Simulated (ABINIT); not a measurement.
# GaP (F-43m): G0W0 in ABINIT against the bands in the self-energy, part 2 of 2

Aim: move the bands in the self-energy of a G0W0 run on GaP (F-43m) over a wide range.

ABINIT 10.8.3; PBE and many-body steps on it, plane waves. Known limits of the many-body steps: not at the basis limit; exchange with frozen shells missing; no spin-orbit coupling; coarse k mesh.

So far. Step 2 (Screening, 4×4×4 mesh, 268 bands, screening to 272.1 eV): Local fields lower ε∞ by 8 %. On a Γ-centred mesh this coarse the value itself is usually too large, while a short band sum pulls it down.

## (5) 74 bands

Level of this step: G0W0 on PBE, plane waves, norm-conserving pseudopotentials (ABINIT).

The self-energy is evaluated for the states that the input lists, and the levels follow from it, in one-shot runs by the linearised quasiparticle equation.

The input, run.abi:

```
acell 3*1.0 Angstrom
rprim 
  0.000000000000 2.725250000000 2.725250000000
  2.725250000000 0.000000000000 2.725250000000
  2.725250000000 2.725250000000 0.000000000000
ntypat 2
znucl 31 15
natom 2
typat 1 2
xred 
  0.000000000000 0.000000000000 0.000000000000
  0.250000000000 0.250000000000 0.250000000000
pp_dirpath "pseudos"
pseudos "Ga.upf, P.upf"
ecut 36
ngkpt 4 4 4
nshiftk 1
shiftk 0 0 0
kptopt 1
chksymbreak 0
istwfk *1
occopt 1
irdwfk 1
optdriver 4
nband 74
gwcalctyp 0
ecutsigx 36
symsigma 1
nkptgw 2
kptgw 
  0.0000000000 0.0000000000 0.0000000000
  0.5000000000 0.5000000000 0.0000000000
bdgw 
  7 13
  8 11
ecuteps 10
irdscr 1
ppmodel 1
indata_prefix "in"
outdata_prefix "out"
tmpdata_prefix "tmp"
```

Started as:

```bash
OMP_NUM_THREADS=1 mpirun -n 8 abinit run.abi > log
```

Log:

```text
.Version 10.8.3 of ABINIT. v10.8.2 released Aug 2026.

 Symmetries : space group F-4 3 m (#216); Bravais cF (face-center cubic)
[... echo of the input left out ...]
== DATASET  1 ==================================================================
-   mpi_nproc: 8, omp_nthreads: 1 (-1 if OMP is not activated)

--- !DatasetInfo
iteration_state: {dtset: 1, }
dimensions: {natom: 2, nkpt: 8, mband: 74, nsppol: 1, nspinor: 1, nspden: 1, mpw: 2832, }
cutoff_energies: {ecut:  36.0, pawecutdg:  -1.0, }
[...]
Band     E0 <VxcDFT>   SigX SigC(E0)      Z dSigC/dE  Sig(E)    E-E0       E
[...]
10   6.010  -9.355  -5.501  -3.838   0.807  -0.239  -9.342   0.013   6.022
       11   6.179 -10.511  -6.390  -3.945   0.799  -0.251 -10.370   0.141   6.320

== END DATASET(S) ==============================================================
================================================================================

 -outvars: echo values of variables after computation  --------
           etotal      0.0000000000E+00
            nband          74
             nkpt           8
          spgroup         216
 [... the other variables as echoed above ...]

 Calculation completed.
```

Run time: 9.4 s. Hardware: 8 MPI ranks of Intel Xeon Platinum 8488C (Sapphire Rapids), shared host; peak memory 1.7 GiB.

This step gave:

- G0W0 gap on the points computed: 2.114 eV
- starting gap on the mesh: 1.653 eV
- k of the valence top: 0, 0, 0
- k of the conduction bottom: 0.5, 0.5, 0
- least direct G0W0 gap on the computed points: 2.324 eV

The gap on the mesh goes from 1.65 eV to 2.11 eV, a correction of +0.46 eV.

## (6) 161 bands

run.abi: that of step 5 with these lines changed.

```diff
@@ -24,3 +24,3 @@
 optdriver 4
-nband 74
+nband 161
 gwcalctyp 0
```

Log:

```text
.Version 10.8.3 of ABINIT. v10.8.2 released Aug 2026.

 Symmetries : space group F-4 3 m (#216); Bravais cF (face-center cubic)
[... echo of the input left out ...]
== DATASET  1 ==================================================================
-   mpi_nproc: 8, omp_nthreads: 1 (-1 if OMP is not activated)

--- !DatasetInfo
iteration_state: {dtset: 1, }
dimensions: {natom: 2, nkpt: 8, mband: 161, nsppol: 1, nspinor: 1, nspden: 1, mpw: 2832, }
cutoff_energies: {ecut:  36.0, pawecutdg:  -1.0, }
[...]
Band     E0 <VxcDFT>   SigX SigC(E0)      Z dSigC/dE  Sig(E)    E-E0       E
[...]
10   6.010  -9.355  -5.501  -3.949   0.807  -0.239  -9.431  -0.076   5.933
       11   6.179 -10.511  -6.390  -4.088   0.799  -0.252 -10.484   0.026   6.206

== END DATASET(S) ==============================================================
================================================================================

 -outvars: echo values of variables after computation  --------
           etotal      0.0000000000E+00
            nband         161
             nkpt           8
          spgroup         216
 [... the other variables as echoed above ...]

 Calculation completed.
```

Wall time 17 s (8 MPI ranks); peak memory 2 GiB.

Numbers from this step:

| Quantity | Value |
| --- | --- |
| G0W0 gap on the points computed | 2.176 eV |
| starting gap on the mesh | 1.653 eV |
| k of the valence top | 0, 0, 0 |
| k of the conduction bottom | 0.5, 0.5, 0 |
| least direct G0W0 gap on the computed points | 2.325 eV |

Against the run before, the gap moves by +0.062 eV.

## (7) 268 bands

run.abi: that of step 6 with these lines changed.

```diff
@@ -24,3 +24,3 @@
 optdriver 4
-nband 161
+nband 268
 gwcalctyp 0
```

Log:

```text
.Version 10.8.3 of ABINIT. v10.8.2 released Aug 2026.

 Symmetries : space group F-4 3 m (#216); Bravais cF (face-center cubic)
[... echo of the input left out ...]
== DATASET  1 ==================================================================
-   mpi_nproc: 8, omp_nthreads: 1 (-1 if OMP is not activated)

--- !DatasetInfo
iteration_state: {dtset: 1, }
dimensions: {natom: 2, nkpt: 8, mband: 268, nsppol: 1, nspinor: 1, nspden: 1, mpw: 2832, }
cutoff_energies: {ecut:  36.0, pawecutdg:  -1.0, }
[...]
Band     E0 <VxcDFT>   SigX SigC(E0)      Z dSigC/dE  Sig(E)    E-E0       E
[...]
10   6.010  -9.355  -5.501  -3.983   0.807  -0.240  -9.459  -0.104   5.906
       11   6.179 -10.511  -6.390  -4.129   0.799  -0.252 -10.517  -0.007   6.173

== END DATASET(S) ==============================================================
================================================================================

 -outvars: echo values of variables after computation  --------
           etotal      0.0000000000E+00
            nband         268
             nkpt           8
          spgroup         216
 [... the other variables as echoed above ...]

 Calculation completed.
```

Wall time 26 s (8 MPI ranks); peak memory 2.4 GiB.

This step gave:

- G0W0 gap on the points computed: 2.194 eV
- starting gap on the mesh: 1.653 eV
- k of the valence top: 0, 0, 0
- k of the conduction bottom: 0.5, 0.5, 0
- least direct G0W0 gap on the computed points: 2.330 eV

Against the run before, the gap moves by +0.018 eV.

## (8) The runs together

Times are wall times on 8 MPI ranks of Intel Xeon Platinum 8488C (Sapphire Rapids), shared host, good to a factor of about two. A run's time includes the screening step that it read.

| run | mesh | bands | screening cutoff (eV) | DFT gap (eV) | gap on the mesh (eV) | direct (eV) | ε∞ used | time |
| --- | --- | --- | --- | --- | --- | --- | --- | --- |
| 17 bands | 4×4×4 | 17 | 272.1 | 1.653 | 1.881 | 2.410 | 18.10 | 41 s |
| 32 bands | 4×4×4 | 32 | 272.1 | 1.653 | 1.999 | 2.357 | 18.10 | 41 s |
| 74 bands | 4×4×4 | 74 | 272.1 | 1.653 | 2.114 | 2.324 | 18.10 | 45 s |
| 161 bands | 4×4×4 | 161 | 272.1 | 1.653 | 2.176 | 2.325 | 18.10 | 53 s |
| 268 bands | 4×4×4 | 268 | 272.1 | 1.653 | 2.194 | 2.330 | 18.10 | 62 s |

## (9) Summary of results

```json
{
 "17 bands": "1.881 eV",
 "32 bands": "1.999 eV",
 "74 bands": "2.114 eV",
 "161 bands": "2.176 eV",
 "268 bands": "2.194 eV",
 "known limits": "not at the basis limit; exchange with frozen shells missing; no spin-orbit coupling; coarse k mesh"
}
```

In words: The setting moved: bands in the self-energy. From 17 bands to 268 bands the gap moves by +0.31 eV. The last step still moves it by +0.018 eV. Bands and screening cutoff are coupled, so a series along one setting does not show full convergence. Bands and cutoff are finite, so the gap is not at the basis limit. The miss can reach some tenths of an eV and take either sign; the mesh is an error of its own. In the G0W0 runs levels were corrected at 2 k points alone, so a gap called «on the mesh» is the least over those, and an edge elsewhere would be missed. The 4×4×4 mesh is coarse for this cell, which bears on the long-range parts of exchange and screening. The norm-conserving file of at least one element keeps a d shell over frozen s and p shells of the same row. Exchange with those shells is missing from the self-energy, an error of 0.3 to 0.9 eV in cases checked, whose sign depends on which edge lies on those atoms. The many-body steps are scalar-relativistic: spin-orbit coupling is not in them.

[Paths, hosts, dates, memory and timing lines, banners, echoed tables and standing remarks are left out of the program output.]

[Logs are printed without paths, hosts, clocks, repeated set-up lines and the standing remarks that a program may print on its own settings, such as how far it seeks lower states.]

[Runs of the session that timed out or met a known fault of the program may be left out.]

[Hosts, paths, dates, database ids (printed as entryN), source tags and the programs' standing remarks are cut or masked in the printed files.]

[G0W0 gaps are taken among the corrected bands and points alone; a level outside them can change the order at an edge.]

[Where Ansatz stands beside ABINIT at settings called matched, ABINIT's density can come from a denser mesh and the files from another edition; pairs whose starting gaps differed by over 0.03 eV were left out, so agreement reads better than it is.]
